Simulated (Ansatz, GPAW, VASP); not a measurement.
# One calculation of WC, 4 ways

```
W C
1.0
     2.90650    0.00000    0.00000
    -1.45325    2.51710    0.00000
     0.00000    0.00000    2.83660
W C
1 1
Direct
  0.00000 0.00000 0.00000
  0.66667 0.33333 0.50000
```

Alike in all runs: task single point; functional PBE; k mesh 10 × 10 × 9; occupations gaussian, width 0.025 eV; no spin polarisation; no spin-orbit coupling. Pressure is positive in compression and, in plane waves, holds the error of the finite cutoff, which Ansatz's Pulay term estimates and takes out.

| program and potentials | plane-wave cutoff (eV) | notes | pressure (GPa) |
| --- | --- | --- | --- |
| Ansatz, Ansatz PAW | 420 | Pulay term of +0.31 GPa included | 5.60 |
| GPAW, GPAW PAW data sets (gpaw-data 1.2.1) | 800 | - | 5.36 |
| VASP, PBE PAW files C, W_sv, 520 eV | 520 | - | 6.73 |
| Ansatz, all-electron LAPW, scalar-relativistic | - | - | 5.69 |

The pressure spans 5.36 (GPAW, GPAW PAW data sets (gpaw-data 1.2.1)) to 6.73 GPa (VASP, PBE PAW files C, W_sv, 520 eV), with all-electron results at 5.69.

Differences between rows come from potentials, basis sets and numerical settings, since the functional is the same but for its coding. Runs on potential files found faulty are left out.
